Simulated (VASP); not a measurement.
# AlN (P6_3mc) in VASP: a series of runs, part 3 of 3

VASP 6.6.1. Earlier steps stand in the parts before.

### Step 4. RPA correlation energy, PBE (volume scaled by 0.96)

POSCAR reads:

```
AlN
1.0
    3.0709272750      0.0000000000      0.0000000000
   -1.5354636375      2.6595010333      0.0000000000
    0.0000000000      0.0000000000      4.9136809369
Al N
2 2
Direct
    0.6666666667      0.3333333333      0.5000000000
    0.3333333333      0.6666666667      0.0000000000
    0.6666666667      0.3333333333      0.8800000000
    0.3333333333      0.6666666667      0.3800000000
```

INCAR.step1 reads:

```
PREC     = Accurate       # precision mode
ENCUT    = 400            # plane-wave cutoff, eV
EDIFF    = 1E-8           # SCF threshold, eV
ISMEAR   = 0              # smearing method
SIGMA    = 0.05           # smearing width, eV
LREAL    = False          # projectors in reciprocal space
LASPH    = True           # aspherical terms in the spheres
NELM     = 60             # most SCF steps
ALGO     = Fast           # electronic algorithm
LWAVE    = True           # write WAVECAR
LCHARG   = False          # write CHGCAR
GGA      = PE             # functional
```

INCAR.step2 reads:

```
PREC     = Accurate       # precision mode
ENCUT    = 400            # plane-wave cutoff, eV
EDIFF    = 1E-8           # SCF threshold, eV
ISMEAR   = 0              # smearing method
SIGMA    = 0.05           # smearing width, eV
LREAL    = False          # projectors in reciprocal space
LASPH    = True           # aspherical terms in the spheres
NELM     = 1              # most SCF steps
ALGO     = EIGENVAL       # electronic algorithm
LWAVE    = False          # write WAVECAR
LCHARG   = False          # write CHGCAR
GGA      = PE             # functional
LHFCALC  = True           # exact exchange
AEXX     = 1.0            # exact-exchange fraction
ALDAC    = 0.0          
AGGAC    = 0.0          
ISTART   = 1            
PRECFOCK = Fast
```

INCAR.step3 reads:

```
PREC     = Accurate       # precision mode
ENCUT    = 400            # plane-wave cutoff, eV
EDIFF    = 1E-8           # SCF threshold, eV
ISMEAR   = 0              # smearing method
SIGMA    = 0.05           # smearing width, eV
LREAL    = False          # projectors in reciprocal space
LASPH    = True           # aspherical terms in the spheres
NELM     = 1              # most SCF steps
ALGO     = Exact          # electronic algorithm
LWAVE    = True           # write WAVECAR
LCHARG   = False          # write CHGCAR
GGA      = PE             # functional
NBANDS   = 741            # bands
LOPTICS  = True           # frequency-dependent dielectric function
ISTART   = 1
```

INCAR.step4 reads:

```
PREC     = Accurate       # precision mode
ENCUT    = 400            # plane-wave cutoff, eV
EDIFF    = 1E-8           # SCF threshold, eV
ISMEAR   = 0              # smearing method
SIGMA    = 0.05           # smearing width, eV
LREAL    = False          # projectors in reciprocal space
LASPH    = True           # aspherical terms in the spheres
NELM     = 60             # most SCF steps
ALGO     = ACFDT          # electronic algorithm
LWAVE    = False          # write WAVECAR
LCHARG   = False          # write CHGCAR
GGA      = PE             # functional
NBANDS   = 741            # bands
ENCUTGW  = 200            # cutoff of the response function
NOMEGA   = 8              # frequency points
ISTART   = 1            
PRECFOCK = Fast
```

KPOINTS reads:

```
regular mesh
0
Gamma
  5 5 3
```

Potentials or basis: VASP PAW PBE potentials, release 64 (Al_GW, N_GW).

On the command line:

```bash
cat potpaw_PBE.64/Al_GW/POTCAR potpaw_PBE.64/N_GW/POTCAR > POTCAR
cp INCAR.step1 INCAR
mpirun -np 1 vasp_std > vasp.out
cp INCAR.step2 INCAR
mpirun -np 1 vasp_std > vasp.out
cp INCAR.step3 INCAR
mpirun -np 1 vasp_std > vasp.out
cp INCAR.step4 INCAR
mpirun -np 1 vasp_std > vasp.out
```

OUTCAR:

```text
PREC = Accurate
   ENCUT = 400
   EDIFF = 1E-8
   ISMEAR = 0
   LREAL = False
   LASPH = True
   NELM = 60
   GGA = PE
   ENCUTGW = 200
   ISTART = 1
   PRECFOCK = Fast

 ion  position               nearest neighbor table
   1  0.667  0.333  0.500-   3 1.87   4 1.87   4 1.87   4 1.87
   2  0.333  0.667  0.000-   4 1.87   3 1.87   3 1.87   3 1.87
   3  0.667  0.333  0.880-   1 1.87   2 1.87   2 1.87   2 1.87
   4  0.333  0.667  0.380-   2 1.87   1 1.87   1 1.87   1 1.87

  LATTYP: Found a hexagonal cell.
 ALAT       =     3.0709272750
 C/A-ratio  =     1.6000642467

  Lattice vectors:

 A1 = (   3.0709272750,   0.0000000000,   0.0000000000)
 A2 = (  -1.5354636375,   2.6595010333,   0.0000000000)
 A3 = (   0.0000000000,   0.0000000000,   4.9136809369)

Analysis of symmetry for initial positions (statically):
=====================================================================
 Subroutine PRICEL returns:
 Original cell was already a primitive cell.

 Routine SETGRP: Setting up the symmetry group for a
 hexagonal supercell.

 Subroutine GETGRP returns: Found 12 space group operations
 (whereof  6 operations were pure point group operations)
 out of a pool of 24 trial point group operations.

The static configuration has the point symmetry C_3v.
 The point group associated with its full space group is C_6v.

Analysis of symmetry for dynamics (positions and initial velocities):
=====================================================================
 Subroutine PRICEL returns:
 Original cell was already a primitive cell.

 Routine SETGRP: Setting up the symmetry group for a
 hexagonal supercell.

 Subroutine GETGRP returns: Found 12 space group operations
 (whereof  6 operations were pure point group operations)
 out of a pool of 24 trial point group operations.

The dynamic configuration has the point symmetry C_3v.
 The point group associated with its full space group is C_6v.

 Subroutine INISYM returns: Found 12 space group operations
 (whereof  6 operations are pure point group operations),
 and found     1 'primitive' translations

----------------------------------------------------------------------------------------

                                     Primitive cell

  volume of cell :      40.1307

  direct lattice vectors                    reciprocal lattice vectors
     3.070927275  0.000000000  0.000000000     0.325634543  0.188005191  0.000000000
    -1.535463637  2.659501033  0.000000000     0.000000000  0.376010382  0.000000000
     0.000000000  0.000000000  4.913680937     0.000000000  0.000000000  0.203513418

  length of vectors
     3.070927275  3.070927275  4.913680937     0.376010382  0.376010382  0.203513418

  position of ions in fractional coordinates (direct lattice)
     0.666666667  0.333333333  0.500000000
     0.333333333  0.666666667  0.000000000
     0.666666667  0.333333333  0.880000000
     0.333333333  0.666666667  0.380000000

  ion indices of the primitive-cell ions
   primitive index   ion index
                 1           1
                 2           2
                 3           3
                 4           4

----------------------------------------------------------------------------------------

 KPOINTS: regular mesh

Automatic generation of k-mesh.
 Grid dimensions read from file:
 generate k-points for:    5    5    3

 Generating k-lattice:

  Cartesian coordinates                     Fractional coordinates (reciprocal lattice)
     0.065126909  0.037601038  0.000000000     0.200000000  0.000000000  0.000000000
     0.000000000  0.075202076  0.000000000     0.000000000  0.200000000  0.000000000
     0.000000000  0.000000000  0.067837806     0.000000000  0.000000000  0.333333333

  Length of vectors
     0.075202076  0.075202076  0.067837806

  Shift w.r.t. Gamma in fractional coordinates (k-lattice)
     0.000000000  0.000000000  0.000000000

 Subroutine IBZKPT returns following result:
 ===========================================

 Found     10 irreducible k-points:

 Following reciprocal coordinates:
            Coordinates               Weight
  0.000000  0.000000  0.000000      1.000000
  0.200000 -0.000000  0.000000      6.000000
  0.400000 -0.000000  0.000000      6.000000
  0.200000  0.200000  0.000000      6.000000
  0.400000  0.200000  0.000000      6.000000
  0.000000  0.000000  0.333333      2.000000
  0.200000 -0.000000  0.333333     12.000000
  0.400000 -0.000000  0.333333     12.000000
  0.200000  0.200000  0.333333     12.000000
  0.400000  0.200000  0.333333     12.000000
   k-points           NKPTS =     10   k-points in BZ     NKDIM =     75   number of bands    NBANDS=    741
   number of dos      NEDOS =    301   number of ions     NIONS =      4
   total plane-waves  NPLWV =  12800
   dimension x,y,z NGX =    20 NGY =   20 NGZ =   32
   dimension x,y,z NGXF=    40 NGYF=   40 NGZF=   64
   ions per type =               2   2
   NGX,Y,Z   is equivalent  to a cutoff of  10.83, 10.83, 10.83 a.u.
   NGXF,Y,Z  is equivalent  to a cutoff of  21.65, 21.65, 21.65 a.u.
 SYSTEM =  unknown system
   PREC   = accura    normal or accurate (medium, high low for compatibility)
   ISTART =      1    job   : 0-new  1-cont  2-samecut
   ICHARG =      0    charge: 1-file 2-atom 10-const
   ISPIN  =      1    spin polarized calculation?
   LNONCOLLINEAR =      F non collinear calculations
   LSORBIT =      F    spin-orbit coupling
   LASPH  =      T    aspherical Exc in radial PAW
   ENCUT  =  400.0 eV  29.40 Ry    5.42 a.u.   5.01  5.01  8.01*2*pi/ulx,y,z
   NELM   =     60;   NELMIN=  2; NELMDL=  0     # of ELM steps
   EDIFF  = 0.1E-07   stopping-criterion for ELM
   LREAL  =      F    real-space projection
   EDIFFG = 0.1E-06   stopping-criterion for IOM
   NSW    =      0    number of steps for IOM
   IBRION =     -1    ionic relax: 0-MD 1-quasi-New 2-CG
   NFREE  =      0    steps in history (QN), initial steepest desc. (CG)
   ISIF   =      0    stress and relaxation
   ISYM   =      3    0-nonsym 1-usesym 2-fastsym
   POTIM  = 0.5000    time-step for ionic-motion
   TEBEG  =    0.0;   TEEND  =   0.0 temperature during run
   PSTRESS=    0.0 pullay stress
   NELECT =      16.0000    total number of electrons
   NUPDOWN=      -1.0000    fix difference up-down
   EMIN   =  10.00;   EMAX   =-10.00  energy-range for DOS
   EFERMI =   0.00;   METHOD = LEGACY
   ISMEAR =     0;   SIGMA  =   0.05  broadening in eV -4-tet -1-fermi 0-gaus
   EFERMI_NEDOS =   21; number of points for ismear=-14 and -15
   IALGO  =     38    algorithm
   IMIX   =      4    mixing-type and parameters
     AMIX     =   0.40;   BMIX     =  1.00
     AMIX_MAG =   1.60;   BMIX_MAG =  1.00
  volume/ion in A,a.u.               =      10.03        67.70
  Fermi-wavevector in a.u.,A,eV,Ry     =   1.204914  2.276957 19.753170  1.451817
  Thomas-Fermi vector in A             =   2.340625
   LORBIT       =      0    0 simple, 1 ext, 2 COOP (PROOUT), +10 PAW based schemes
   GGA     = PE    functional components
   LHFCALC =     T    Hartree Fock is set to
   PRECFOCK=fast      Normal, Fast or Accurate (Low or Medium for compatibility)
   ENCUT4O =  -1.0   cutoff for four orbital integrals eV
   NKREDX  =     1    reduce k-point grid by
   NKREDY  =     1    reduce k-point grid by
   NKREDZ  =     1    reduce k-point grid by
   AEXX    =    1.0000 exact exchange contribution
   HFSCREEN=    0.0000 screening length (either q_TF or 0.3 A-1)
   HFSCREENC=   0.0000 screening length for correlation (either q_TF or 0.3 A-1)
   ENCUTFOCK=  -1.0 apply spherical cutoff to Coloumb kernel
   IVDW    =     0    specifies the selected vdW correction
   LEPSILON=     F    determine dielectric tensor
   LRPA    =     F    only Hartree local field effects (RPA)
   LRPAFORCE           =     F    calculate RPA forces
   ENCUTGW             = 200.0    cutoff for response function in eV
   ENCUTGWSOFT         = 160.0    soft cutoff for Coulomb kernel in GW response function in eV
   ENCUTLF             =  -1.0    cutoff for local field effects
   NELMGW              =     1    number of iterations in solving QP/BSE equation
   NELMHF              =     1    number of iterations in the inner HF iteration
   NKREDLFX            =     1    NKREDLFY  =   1   NKREDLFZ  =   1
 non-spin polarized calculation
 Gauss-broadening in eV      SIGMA  =   0.05
  energy-cutoff  :      400.00
  volume of cell :       40.13
 maximum number of plane-waves:       741
 NGX is ok and might be reduce to    20
  NGX = 12; NGY = 12; NGZ = 20
   NGX =  9   NGY =  9   NGZ = 17
 maximum number of plane-waves:       269

      cutoff energy     smooth cutoff   RPA   correlation   Hartree contr. to MP2
---------------------------------------------------------------------------------
            200.000           160.000      -22.8278112135      -35.8837523059
            190.476           152.381      -22.6281355067      -35.6477325099
            181.406           145.125      -22.4171714300      -35.3946369688
            172.768           138.214      -22.1917495141      -35.1199460422
            164.541           131.632      -21.9546170306      -34.8264538579
            156.705           125.364      -21.7040521486      -34.5113722270
            149.243           119.394      -21.4405146838      -34.1748665874
            142.136           113.709      -21.1638576062      -33.8163258809
  linear regression
  converged value                          -25.3025207069      -38.9750248763
```

It took 13 min on 1 thread of Intel Xeon Platinum 8488C (Sapphire Rapids), shared host; peak memory 0.89 GiB.

The run converged, but a check on its numbers failed (symmetry, net force, bounds or a known fault of this set-up), so they aren't taken as properties of the crystal.

Caveat: the k mesh is coarse (spacing up to 0.47 Å⁻¹), so the values aren't converged; the cutoff lies under the usual one of these potentials, so the numbers hold a large basis-set error.
